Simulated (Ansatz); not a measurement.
# In (bcc type): the cost of one run

Program: Ansatz 0.2.0. Level of theory: DFT, PBE, PAW with Ansatz's default frozen-core files, scalar-relativistic. These are calculated values, not measurements.

### 1 The starting structure

Symmetry: Im-3m, No. 229, cubic system. The conventional cell has a = 3.804 Å, b = 3.804 Å, c = 3.804 Å, α = 90.00°, β = 90.00°, γ = 90.00°. Around In (site symmetry m-3m) lie 8 In at 3.29 Å.

Coordinates:

```
CELL_PARAMETERS angstrom
-1.90182 1.90182 1.90182
1.90182 -1.90182 1.90182
1.90182 1.90182 -1.90182
ATOMIC_POSITIONS crystal
In 0.00000 0.00000 0.00000
```

### 2 Cell relaxed at zero pressure, PAW

Input file input.yaml:

```yaml
crystal:
  lattice:
    - [-1.9018218905, 1.9018218905, 1.9018218905]
    - [1.9018218905, -1.9018218905, 1.9018218905]
    - [1.9018218905, 1.9018218905, -1.9018218905]
  atoms:
    - { symbol: In, position: [0.0, 0.0, 0.0] }
kpoints:
  mp_grid: { grid: [16, 16, 16] }
scf:
  occupations: { method: fermi_dirac, width: 0.08 }
hamiltonian:
  xc: pbe
  pseudopotentials: { kind: paw }
output:
  forces: true
  stress: true
  write_density: true
  write_potential: true
  elf: true
  volumetric_format: npy
relax:
  f_tol: 0.005
  max_steps: 40
  cell: {}
```

On the command line:

```
ansatz run input.yaml --threads 1 --pin off --max-ram 3584MiB --backend cpu --events-out ev --progress --plain --runs-dir out
```

What time and memory should one allow on 1 thread of Intel Xeon 6975P-C (Granite Rapids), shared host?

About 4.5 s, with a peak of 0.39 GiB.
